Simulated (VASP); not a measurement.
# BP (F-43m) in VASP: a series of runs

The runs below take BP through single point, with HSE06.

Program: VASP 6.6.1. These are calculated values, not measurements. Logs are shortened: lines on timing, memory, paths and dates and some standing lists are left out, and cuts for length are marked.

## Step 1: Starting point

Symmetry: F-43m, No. 216, cubic system. The conventional cell has a = 4.538 Å, b = 4.538 Å, c = 4.538 Å, α = 90.00°, β = 90.00°, γ = 90.00°. Around P (site symmetry -43m) lie 4 B at 1.97 Å. B (site symmetry -43m) is surrounded by 4 P at 1.97 Å.

## Step 2: Single point, HSE06

Contents of POSCAR:

```
BP
1.0
    0.0000000000      2.2690000000      2.2690000000
    2.2690000000      0.0000000000      2.2690000000
    2.2690000000      2.2690000000      0.0000000000
P B
1 1
Direct
    0.7500000000      0.7500000000      0.7500000000
    0.0000000000      0.0000000000      0.0000000000
```

Contents of INCAR.step1:

```
PREC = Accurate ; ENCUT = 350
EDIFF = 1E-5 ; ISMEAR = 0
SIGMA = 0.01 ; LREAL = False
LASPH = True ; NELM = 100
ALGO = Normal ; ISIF = 2
LWAVE = True ; LCHARG = False
NKRED = 1 ; NBANDS = 12
GGA = PE
```

Contents of INCAR.step2:

```
PREC = Accurate ; ENCUT = 350
EDIFF = 1E-6 ; ISMEAR = 0
SIGMA = 0.01 ; LREAL = False
LASPH = True ; NELM = 100
ALGO = Normal ; ISIF = 2
LWAVE = False ; LCHARG = False
GGA = PE ; LHFCALC = True
HFSCREEN = 0.2 ; PRECFOCK = Normal
NKRED = 1 ; NBANDS = 12
ISTART = 1
```

Contents of KPOINTS:

```
Automatic mesh
0
Gamma
  7 7 7
```

Potentials or basis: VASP PAW PBE potentials, release 64 (P, B).

Command:

```sh
> cat potpaw_PBE.64/P/POTCAR potpaw_PBE.64/B/POTCAR > POTCAR
> cp INCAR.step1 INCAR
> mpirun -np 1 vasp_std > vasp.out
> cp INCAR.step2 INCAR
> mpirun -np 1 vasp_std > vasp.out
```

OUTCAR:

```text
PREC = Accurate
   ENCUT = 350
   EDIFF = 1E-6
   ISMEAR = 0
   LREAL = False
   LASPH = True
   NELM = 100
   ISIF = 2
   GGA = PE
   LHFCALC = True
   HFSCREEN = 0.2
   PRECFOCK = Normal
   NKRED = 1
   ISTART = 1

 Found     20 irreducible k-points:

 Following reciprocal coordinates:
            Coordinates               Weight
  0.000000  0.000000  0.000000      1.000000
  0.142857  0.000000  0.000000      8.000000
  0.285714  0.000000  0.000000      8.000000
  0.428571  0.000000  0.000000      8.000000
  0.142857  0.142857  0.000000      6.000000
  0.285714  0.142857  0.000000     24.000000
   k-points           NKPTS =     20   k-points in BZ     NKDIM =    343   number of bands    NBANDS=     12
   number of dos      NEDOS =    301   number of ions     NIONS =      2
   total plane-waves  NPLWV =   8000
   dimension x,y,z NGX =    20 NGY =   20 NGZ =   20
   dimension x,y,z NGXF=    40 NGYF=   40 NGZF=   40
   ions per type =               1   1
   NGX,Y,Z   is equivalent  to a cutoff of  10.36, 10.36, 10.36 a.u.
   NGXF,Y,Z  is equivalent  to a cutoff of  20.72, 20.72, 20.72 a.u.
 SYSTEM =  unknown system
   PREC   = accura    normal or accurate (medium, high low for compatibility)
   ISTART =      1    job   : 0-new  1-cont  2-samecut
   ICHARG =      0    charge: 1-file 2-atom 10-const
   ISPIN  =      1    spin polarized calculation?
   LNONCOLLINEAR =      F non collinear calculations
   LSORBIT =      F    spin-orbit coupling
   LASPH  =      T    aspherical Exc in radial PAW
   ENCUT  =  350.0 eV  25.72 Ry    5.07 a.u.   4.89  4.89  4.89*2*pi/ulx,y,z
   NELM   =    100;   NELMIN=  2; NELMDL=  0     # of ELM steps
   EDIFF  = 0.1E-05   stopping-criterion for ELM
   LREAL  =      F    real-space projection
   EDIFFG = 0.1E-04   stopping-criterion for IOM
   NSW    =      0    number of steps for IOM
   IBRION =     -1    ionic relax: 0-MD 1-quasi-New 2-CG
   NFREE  =      0    steps in history (QN), initial steepest desc. (CG)
   ISIF   =      2    stress and relaxation
   ISYM   =      3    0-nonsym 1-usesym 2-fastsym
   POTIM  = 0.5000    time-step for ionic-motion
   TEBEG  =    0.0;   TEEND  =   0.0 temperature during run
   PSTRESS=    0.0 pullay stress
   NELECT =       8.0000    total number of electrons
   NUPDOWN=      -1.0000    fix difference up-down
   EMIN   =  10.00;   EMAX   =-10.00  energy-range for DOS
   EFERMI =   0.00;   METHOD = LEGACY
   ISMEAR =     0;   SIGMA  =   0.01  broadening in eV -4-tet -1-fermi 0-gaus
   EFERMI_NEDOS =   21; number of points for ismear=-14 and -15
   IALGO  =     38    algorithm
   IMIX   =      1    mixing-type and parameters
     AMIX     =   0.40;   BMIX     =  1.00
     AMIX_MAG =   1.60;   BMIX_MAG =  1.00
  volume/ion in A,a.u.               =      11.68        78.83
  Fermi-wavevector in a.u.,A,eV,Ry     =   1.145320  2.164342 17.847562  1.311759
  Thomas-Fermi vector in A             =   2.282009
   LORBIT       =      0    0 simple, 1 ext, 2 COOP (PROOUT), +10 PAW based schemes
   GGA     = PE    functional components
   LHFCALC =     T    Hartree Fock is set to
   PRECFOCK=normal    Normal, Fast or Accurate (Low or Medium for compatibility)
   ENCUT4O =  -1.0   cutoff for four orbital integrals eV
   NKREDX  =     1    reduce k-point grid by
   NKREDY  =     1    reduce k-point grid by
   NKREDZ  =     1    reduce k-point grid by
   AEXX    =    0.2500 exact exchange contribution
   HFSCREEN=    0.2000 screening length (either q_TF or 0.3 A-1)
   HFSCREENC=   0.2000 screening length for correlation (either q_TF or 0.3 A-1)
   ENCUTFOCK=  -1.0 apply spherical cutoff to Coloumb kernel
   IVDW    =     0    specifies the selected vdW correction
   LEPSILON=     F    determine dielectric tensor
   LRPA    =     F    only Hartree local field effects (RPA)
 non-spin polarized calculation
 Gauss-broadening in eV      SIGMA  =   0.01
  energy-cutoff  :      350.00
  volume of cell :       23.36
 maximum number of plane-waves:       359
  NGX = 16; NGY = 16; NGZ = 16

 number of electron       8.0000003 magnetization

 Free energy of the ion-electron system (eV)
  ---------------------------------------------------
  ext. energy  EPLUGINS =         0.00000000
  ---------------------------------------------------
  free energy    TOTEN  =       -14.86463651 eV

  energy without entropy =      -14.86463651  energy(sigma->0) =      -14.86463651

 E-fermi :   7.0774     XC(G=0):  -8.9953

 val. band max:        6.9990277900   @ k =   0.0000   0.0000   0.0000
 cond. band min:       8.9792472436   @ k =   0.4286   0.4286   0.0000
 fundamental gap:      1.9802194536
 Fermi energy:         7.0774442700

 k-point     1 :       0.0000    0.0000    0.0000
  band No.  band energies     occupation
      1     -10.1053      2.00000
      2       6.9990      2.00000
      3       6.9990      2.00000
      4       6.9990      2.00000
      5      11.3505      0.00000
      6      11.3505      0.00000
      7      11.3505      0.00000
      8      15.7024      0.00000
      9      19.6142      0.00000
     10      20.4741      0.00000
     11      20.4741      0.00000
     12      24.0761      0.00000

 k-point     2 :       0.1429    0.0000    0.0000
  band No.  band energies     occupation
      1      -9.7028      2.00000
      2       4.5395      2.00000
      3       6.4378      2.00000
      4       6.4378      2.00000
      5      11.9471      0.00000
      6      12.1304      0.00000
      7      12.1305      0.00000
      8      16.7455      0.00000
      9      19.3385      0.00000
     10      19.3385      0.00000
     11      20.7265      0.00000
     12      23.4619      0.00000

 k-point     3 :       0.2857    0.0000    0.0000
  band No.  band energies     occupation
      1      -8.5318      2.00000
      2       0.7370      2.00000
      3       5.6013      2.00000
      4       5.6013      2.00000
      5      11.9354      0.00000
      6      12.8996      0.00000
      7      12.8996      0.00000
      8      18.2934      0.00000
      9      19.5495      0.00000
     10      19.5495      0.00000
     11      21.3973      0.00000
     12      25.5310      0.00000

 k-point     4 :       0.4286    0.0000    0.0000
  band No.  band energies     occupation
      1      -6.8797      2.00000
      2      -2.3818      2.00000
      3       5.1242      2.00000
      4       5.1242      2.00000
      5      11.7760      0.00000
      6      12.7849      0.00000
      7      12.7849      0.00000
      8      18.4227      0.00000
      9      22.1894      0.00000
     10      22.1894      0.00000
     11      22.8481      0.00000
     12      26.7510      0.00000

 k-point     5 :       0.1429    0.1429    0.0000
  band No.  band energies     occupation
      1      -9.5678      2.00000
      2       5.3613      2.00000
      3       5.4813      2.00000
      4       5.4813      2.00000
      5      10.5080      0.00000
      6      13.4453      0.00000
      7      13.4453      0.00000
      8      15.5688      0.00000
      9      18.7422      0.00000
     10      21.0408      0.00000
     11      21.2515      0.00000
     12      25.0802      0.00000

 k-point     6 :       0.2857    0.1429    0.0000
  band No.  band energies     occupation
      1      -8.6475      2.00000
      2       2.0834      2.00000
      3       4.6073      2.00000
      4       4.9023      2.00000
      5      10.9097      0.00000
      6      14.1867      0.00000
      7      14.6553      0.00000
      8      14.7831      0.00000
      9      20.3254      0.00000
     10      21.3127      0.00000
     11      22.6419      0.00000
     12      25.3180      0.00000

 [... further k-points ...]

------------------------ aborting loop because EDIFF is reached ----------------------------------------

  FORCE on cell =-STRESS in cart. coord.  units (eV):
  Direction    XX          YY          ZZ          XY          YZ          ZX
  --------------------------------------------------------------------------------------
  -------------------------------------------------------------------------------------
  Total       -0.3360641     -0.3360641     -0.3360641      0.0000000      0.0000000      0.0000000
  in kB      -23.0461948    -23.0461948    -23.0461948      0.0000000      0.0000000      0.0000000
  external PRESSURE =     -23.0461948 kB  Pullay stress =       0.0000000 kB

 VOLUME and BASIS-vectors are now :
 -----------------------------------------------------------------------------
  energy-cutoff  :      350.00
  volume of cell :       23.36
      direct lattice vectors                 reciprocal lattice vectors
     0.000000000  2.269000000  2.269000000    -0.220361393  0.220361393  0.220361393
     2.269000000  0.000000000  2.269000000     0.220361393 -0.220361393  0.220361393
     2.269000000  2.269000000  0.000000000     0.220361393  0.220361393 -0.220361393

 POSITION                                       TOTAL-FORCE (eV/Angst)
 -----------------------------------------------------------------------------------
      3.40350      3.40350      3.40350         0.000000      0.000000     -0.000000
      0.00000      0.00000      0.00000        -0.000000     -0.000000      0.000000
 -----------------------------------------------------------------------------------
    total drift:                                0.000000     -0.000000     -0.000000

  FREE ENERGIE OF THE ION-ELECTRON SYSTEM (eV)
  ---------------------------------------------------
  free  energy   TOTEN  =       -14.8646365133 eV

  energy  without entropy=      -14.8646365133  energy(sigma->0) =      -14.86463651
```

Wall time 2.8 min (1 thread of Intel Xeon Platinum 8488C (Sapphire Rapids), shared host); peak memory 0.22 GiB.

These settings aren't checked as converged: the numbers below hold their error.

Results:

```yaml
Free_energy: -14.8646 eV
Band_gap_on_the_k_mesh: 1.98 eV, indirect (least direct gap 4.35 eV)
```

Caveat: the cutoff is under 1.25 times the usual one of these potentials, so pressure, stress and relaxed cells hold a basis-set (Pulay) error; the PAW data sets were made with another functional, which shifts forces and pressure a little; an odd mesh through Γ misses points on the zone boundary, where band edges often lie.

## Step 3: Single point, HSE06

POSCAR is that of step 2.

INCAR.step1, as its differences from that of step 2:

```diff
@@ -1,2 +1,2 @@
-PREC = Accurate ; ENCUT = 350
+PREC = Accurate ; ENCUT = 250
 EDIFF = 1E-5 ; ISMEAR = 0
```

Contents of INCAR.step2:

```
PREC = Accurate ; ENCUT = 250
EDIFF = 1E-6 ; ISMEAR = 0
SIGMA = 0.01 ; LREAL = False
LASPH = True ; NELM = 100
ALGO = Normal ; ISIF = 2
LWAVE = False ; LCHARG = False
GGA = PE ; LHFCALC = True
HFSCREEN = 0.2 ; PRECFOCK = Fast
NKRED = 1 ; NBANDS = 12
ISTART = 1
```

Contents of KPOINTS:

```
Automatic mesh
0
Gamma
  6 6 6
```

Potentials or basis: VASP PAW PBE potentials, release 64 (P, B).

Command:

```sh
> cat potpaw_PBE.64/P/POTCAR potpaw_PBE.64/B/POTCAR > POTCAR
> cp INCAR.step1 INCAR
> mpirun -np 1 vasp_std > vasp.out
> cp INCAR.step2 INCAR
> mpirun -np 1 vasp_std > vasp.out
```

Wall time 31 s (1 thread of Intel Xeon Platinum 8488C (Sapphire Rapids), shared host); peak memory 0.21 GiB.

The run converged, but a check on its numbers failed (symmetry, net force, bounds or a known fault of this set-up), so they aren't taken as properties of the crystal.

Caveat: the cutoff lies under the usual one of these potentials, so the numbers hold a large basis-set error; the PAW data sets were made with another functional, which shifts forces and pressure a little.

## Step 4: Single point, HSE06

POSCAR is that of step 3.

Contents of INCAR.step1:

```
PREC = Accurate ; ENCUT = 350
EDIFF = 1E-5 ; ISMEAR = 0
SIGMA = 0.01 ; LREAL = False
LASPH = True ; NELM = 100
ALGO = Normal ; ISIF = 2
LWAVE = True ; LCHARG = False
NKRED = 2 ; NBANDS = 12
GGA = PE
```

Contents of INCAR.step2:

```
PREC = Accurate ; ENCUT = 350
EDIFF = 1E-6 ; ISMEAR = 0
SIGMA = 0.01 ; LREAL = False
LASPH = True ; NELM = 100
ALGO = Normal ; ISIF = 2
LWAVE = False ; LCHARG = False
GGA = PE ; LHFCALC = True
HFSCREEN = 0.2 ; PRECFOCK = Fast
NKRED = 2 ; NBANDS = 12
ISTART = 1
```

Contents of KPOINTS:

```
Automatic mesh
0
Gamma
  4 4 4
```

Potentials or basis: VASP PAW PBE potentials, release 64 (P, B).

Command:

```sh
> cat potpaw_PBE.64/P/POTCAR potpaw_PBE.64/B/POTCAR > POTCAR
> cp INCAR.step1 INCAR
> mpirun -np 1 vasp_std > vasp.out
> cp INCAR.step2 INCAR
> mpirun -np 1 vasp_std > vasp.out
```

OUTCAR:

```text
PREC = Accurate
   ENCUT = 350
   EDIFF = 1E-6
   ISMEAR = 0
   LREAL = False
   LASPH = True
   NELM = 100
   ISIF = 2
   GGA = PE
   LHFCALC = True
   HFSCREEN = 0.2
   PRECFOCK = Fast
   NKRED = 2
   ISTART = 1

 Found      8 irreducible k-points:

 Following reciprocal coordinates:
            Coordinates               Weight
  0.000000  0.000000  0.000000      1.000000
  0.250000  0.000000  0.000000      8.000000
  0.500000  0.000000  0.000000      4.000000
  0.250000  0.250000  0.000000      6.000000
[... 175 lines left out ...]

------------------------ aborting loop because EDIFF is reached ----------------------------------------

  FORCE on cell =-STRESS in cart. coord.  units (eV):
  Direction    XX          YY          ZZ          XY          YZ          ZX
  --------------------------------------------------------------------------------------
  -------------------------------------------------------------------------------------
  Total       -0.3980583     -0.3980583     -0.3980583      0.0000000      0.0000000      0.0000000
  in kB      -27.2975547    -27.2975547    -27.2975547      0.0000000      0.0000000      0.0000000
  external PRESSURE =     -27.2975547 kB  Pullay stress =       0.0000000 kB

 VOLUME and BASIS-vectors are now :
 -----------------------------------------------------------------------------
  energy-cutoff  :      350.00
  volume of cell :       23.36
      direct lattice vectors                 reciprocal lattice vectors
     0.000000000  2.269000000  2.269000000    -0.220361393  0.220361393  0.220361393
     2.269000000  0.000000000  2.269000000     0.220361393 -0.220361393  0.220361393
     2.269000000  2.269000000  0.000000000     0.220361393  0.220361393 -0.220361393

 POSITION                                       TOTAL-FORCE (eV/Angst)
 -----------------------------------------------------------------------------------
      3.40350      3.40350      3.40350         0.000000     -0.000000      0.000000
      0.00000      0.00000      0.00000        -0.000000      0.000000     -0.000000
 -----------------------------------------------------------------------------------
    total drift:                                0.000003      0.000003      0.000001

  FREE ENERGIE OF THE ION-ELECTRON SYSTEM (eV)
  ---------------------------------------------------
  free  energy   TOTEN  =       -15.0415877262 eV

  energy  without entropy=      -15.0415877262  energy(sigma->0) =      -15.04158773
```

OSZICAR.step1:

```text
N       E                     dE             d eps       ncg     rms          rms(c)
DAV:   1     0.582668180958E+01    0.58267E+01   -0.31675E+03   200   0.455E+02
DAV:   2    -0.130228479618E+02   -0.18850E+02   -0.18006E+02   256   0.888E+01
DAV:   3    -0.134994976143E+02   -0.47665E+00   -0.47580E+00   236   0.122E+01
DAV:   4    -0.135009136020E+02   -0.14160E-02   -0.14160E-02   224   0.824E-01
DAV:   5    -0.135009204155E+02   -0.68135E-05   -0.68134E-05   244   0.533E-02    0.726E+00
DAV:   6    -0.128615688317E+02    0.63935E+00   -0.14186E+00   224   0.469E+00    0.387E+00
DAV:   7    -0.127639973396E+02    0.97571E-01   -0.22647E-01   232   0.220E+00    0.137E+00
DAV:   8    -0.127555817189E+02    0.84156E-02   -0.28718E-02   216   0.881E-01    0.204E-01
DAV:   9    -0.127559423693E+02   -0.36065E-03   -0.77085E-04   240   0.171E-01    0.149E-01
DAV:  10    -0.127561899020E+02   -0.24753E-03   -0.26685E-04   212   0.978E-02    0.316E-02
DAV:  11    -0.127562029094E+02   -0.13007E-04   -0.17569E-05   236   0.235E-02    0.401E-02
DAV:  12    -0.127562046708E+02   -0.17614E-05   -0.68383E-06   156   0.124E-02
   1 F= -.12756205E+02 E0= -.12756205E+02  d E =-.119242E-43
```

Run time: 6.7 s. Hardware: 1 thread of Intel Xeon Platinum 8488C (Sapphire Rapids), shared host; peak memory 0.21 GiB.

The run converged, but some of its settings lie outside the range that counts as converged, so its numbers aren't taken as properties of the crystal.

Results:

- Free energy: -15.0416 eV
- Band gap on the k mesh: 2.71 eV, indirect (least direct gap 4.97 eV)

Caveat: the k mesh is coarse (spacing up to 0.60 Å⁻¹), so the values aren't converged, least of all with exact exchange; the cutoff is under 1.25 times the usual one of these potentials, so pressure, stress and relaxed cells hold a basis-set (Pulay) error; the PAW data sets were made with another functional, which shifts forces and pressure a little.

## Step 5: Single point, HSE06

POSCAR is that of step 4.

Contents of INCAR.step1:

```
PREC = Accurate ; ENCUT = 500
EDIFF = 1E-5 ; ISMEAR = 0
SIGMA = 0.01 ; LREAL = False
LASPH = True ; NELM = 100
ALGO = Normal ; ISIF = 2
LWAVE = True ; LCHARG = False
NKRED = 1 ; NBANDS = 12
GGA = PE
```

Contents of INCAR.step2:

```
PREC = Accurate ; ENCUT = 500
EDIFF = 1E-6 ; ISMEAR = 0
SIGMA = 0.01 ; LREAL = False
LASPH = True ; NELM = 100
ALGO = Normal ; ISIF = 2
LWAVE = False ; LCHARG = False
GGA = PE ; LHFCALC = True
HFSCREEN = 0.2 ; PRECFOCK = Fast
NKRED = 1 ; NBANDS = 12
ISTART = 1
```

KPOINTS is that of step 4.

Command:

```sh
> cat potpaw_PBE.64/P/POTCAR potpaw_PBE.64/B/POTCAR > POTCAR
> cp INCAR.step1 INCAR
> mpirun -np 1 vasp_std > vasp.out
> cp INCAR.step2 INCAR
> mpirun -np 1 vasp_std > vasp.out
```

It took 16 s on 1 thread of Intel Xeon Platinum 8488C (Sapphire Rapids), shared host; peak memory 0.23 GiB.

These settings aren't checked as converged: the numbers below hold their error.

Results:

```
Free energy            : -14.7119 eV
Pressure               : -1.1 GPa
Band gap on the k mesh : 2.12 eV, indirect (least direct gap 4.39 eV)
```

Caveat: the k mesh is coarse (spacing up to 0.60 Å⁻¹), so the values aren't converged, least of all with exact exchange; the PAW data sets were made with another functional, which shifts forces and pressure a little.

## Step 6: Single point, HSE06

POSCAR is that of step 5.

INCAR.step1, as its differences from that of step 5:

```diff
@@ -1,2 +1,2 @@
-PREC = Accurate ; ENCUT = 500
+PREC = Accurate ; ENCUT = 350
 EDIFF = 1E-5 ; ISMEAR = 0
```

Contents of INCAR.step2:

```
PREC = Accurate ; ENCUT = 350
EDIFF = 1E-6 ; ISMEAR = 0
SIGMA = 0.01 ; LREAL = False
LASPH = True ; NELM = 100
ALGO = Normal ; ISIF = 2
LWAVE = False ; LCHARG = False
GGA = PE ; LHFCALC = True
HFSCREEN = 0.2 ; PRECFOCK = Medium
NKRED = 1 ; NBANDS = 12
ISTART = 1
```

Contents of KPOINTS:

```
Automatic mesh
0
Gamma
  5 5 5
```

Potentials or basis: VASP PAW PBE potentials, release 64 (P, B).

Command:

```sh
> cat potpaw_PBE.64/P/POTCAR potpaw_PBE.64/B/POTCAR > POTCAR
> cp INCAR.step1 INCAR
> mpirun -np 1 vasp_std > vasp.out
> cp INCAR.step2 INCAR
> mpirun -np 1 vasp_std > vasp.out
```

It took 80 s on 1 thread of Intel Xeon Platinum 8488C (Sapphire Rapids), shared host; peak memory 0.21 GiB.

These settings aren't checked as converged: the numbers below hold their error.

Results:

```yaml
Free_energy: -14.8217 eV
Band_gap_on_the_k_mesh: 2.00 eV, indirect (least direct gap 4.36 eV)
```

Caveat: the k mesh is coarse (spacing up to 0.48 Å⁻¹), so the values aren't converged, least of all with exact exchange; the cutoff is under 1.25 times the usual one of these potentials, so pressure, stress and relaxed cells hold a basis-set (Pulay) error; the PAW data sets were made with another functional, which shifts forces and pressure a little; an odd mesh through Γ misses points on the zone boundary, where band edges often lie.
